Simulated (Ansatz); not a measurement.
Runs of Ansatz 0.2.0 on Al. Symmetry: Im-3m, No. 229, cubic system. The conventional cell has a = 3.182 Å, b = 3.182 Å, c = 3.182 Å, α = 90.00°, β = 90.00°, γ = 90.00°. Al (site symmetry m-3m) is surrounded by 8 Al at 2.76 Å. This isn't the form of Al at room conditions, which is fcc.

| task | level | cell | cutoff (eV) | points for each segment of the path | gap on the mesh (eV) | pressure (GPa) | relaxed volume (Å³/atom) |
| --- | --- | --- | --- | --- | --- | --- | --- |
| relaxation of cell and atoms | HSE03 | relaxed | 420 | - | none | 0.0 | 16.83 |
| band structure | HSE03 | as given | 420 | 4 | none | (b) | - |
| single point | r2SCAN0 | as given | 500 | - | none | 1.6 | - |
| band structure | HSEsol | as given | 420 | 4 | none | 2.4 | - |
| single point | r2SCAN50 | as given | 500 | - | none | 1.8 | - |
| relaxation of cell and atoms | PBEsol0 | relaxed | 420 | - | none | 0.0 | 16.54 |
| relaxation of cell and atoms | HF | relaxed | 420 | - | none | 0.0 | 18.22 |
| single point | HF | as given | 420 | - | none | (a) | - |
| single point | PBEsol0 | as given | 420 | - | none | 2.2 | - |
| relaxation of cell and atoms | PBE0 | relaxed | 420 | - | none | 0.0 | 16.74 |
| relaxation of cell and atoms | B3LYP | relaxed | 420 | - | none | 0.0 | 17.50 |
| single point | r2SCANh | as given | 500 | - | none | (c) | - |

Alike in all rows: potentials or basis Ansatz PAW; no spin polarisation; k mesh 6 × 6 × 6; smearing fermi-dirac 0.05 eV; the mesh is coarse, so values aren't converged.

Estimate the missing entries.

(a) 9.7; (b) 3.7; (c) 1.5.

Caveats: all runs use coarse meshes; the PAW data sets come from PBE, with cores solved anew for the run's functional, which leaves a small shift of forces and pressure; the thresholds are loose for stress (some runs); the plane-wave basis is chosen anew once the cell has moved, so the energies of steps on either side of that aren't comparable (some runs).

A gap of «none» marks a metal or a gap under the smearing width.
